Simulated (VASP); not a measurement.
MoSe2:

```xyz
6
Lattice="3.2880 0.0000 0.0000 -1.6440 2.8475 0.0000 0.0000 0.0000 12.9000" Properties=species:S:1:pos:R:3 pbc="T T T"
Mo    1.6440    0.9492    9.6750
Mo    0.0000    1.8983    3.2250
Se    1.6440    0.9492    4.8375
Se    0.0000    1.8983   11.2875
Se    1.6440    0.9492    1.6125
Se    0.0000    1.8983    8.0625
```

| Property | Result |
| --- | --- |
| Program | VASP 6.6.1 |
| Task | relaxation of cell and atoms |
| Functional | BLYP |
| Potentials or basis | VASP PAW PBE potentials, release 64 (Mo_sv, Se) |
| Cutoff | 600 eV |
| k mesh | 9 × 9 × 2 |
| Occupations | fermi-dirac, width 0.05 eV |
| Spin | no spin polarisation |

At the start: pressure 15.6 GPa; volume 20.13 Å³/atom.

Question: Where does the relaxation end?

Answer: Over 18 steps the energy falls by 134.9 meV/atom and the volume is 28.29 Å³/atom (+40.6 %); space group P6_3/mmc (No. 194, to 0.05 Å).

The path:
```
step  energy change (eV)  largest force (eV/Å)  pressure (GPa)  volume (Å³)
   1              0.0000                1.5754           15.58       120.78
   2              0.9621                2.5806          -13.09       158.31
   3             -0.6137                0.5564           -0.06       133.45
   4             -0.6160                0.4706            0.54       132.77
   5             -0.6161                0.4385            0.78       132.53
   6             -0.6523                0.2647            0.39       134.59
   7             -0.6593                0.1453            0.15       135.97
   8             -0.6785                0.1516           -0.01       137.23
   9             -0.7220                0.1642           -0.42       141.02
  10             -0.7705                0.1623           -0.71       148.58
  11             -0.8068                0.0326           -0.05       163.64
  12             -0.8065                0.1420            0.31       169.49
  13             -0.4780                1.3973           -5.05       180.20
  14             -0.8089                0.0159           -0.24       170.35
  15             -0.8090                0.0050           -0.17       170.22
  16             -0.8090                0.0080           -0.16       170.20
  17             -0.7990                0.0016            0.81       167.64
  18             -0.8094                0.0066            0.00       169.76
```

Final structure:
```yaml
crystal:
  lattice:
    - [3.41653, 0.00000, 0.00000]
    - [-1.70827, 2.95881, 0.00000]
    - [0.00000, 0.00000, 16.79281]
  atoms:
    - { symbol: Mo, position: [0.66667, 0.33333, 0.75000] }
    - { symbol: Mo, position: [0.33333, 0.66667, 0.25000] }
    - { symbol: Se, position: [0.66667, 0.33333, 0.34951] }
    - { symbol: Se, position: [0.33333, 0.66667, 0.84951] }
    - { symbol: Se, position: [0.66667, 0.33333, 0.15049] }
    - { symbol: Se, position: [0.33333, 0.66667, 0.65049] }
```

Caveat: the volume moved by over 15 % at a fixed basis, so the end points are rough; the PAW data sets were made with another functional, which shifts forces and pressure a little; this functional lacks dispersion, which binds the layers, so the pressure and a relaxed spacing across them are unreliable, and here the layers came unbound; the volume moved by +41 % from the deposited cell, more than functionals usually miss.
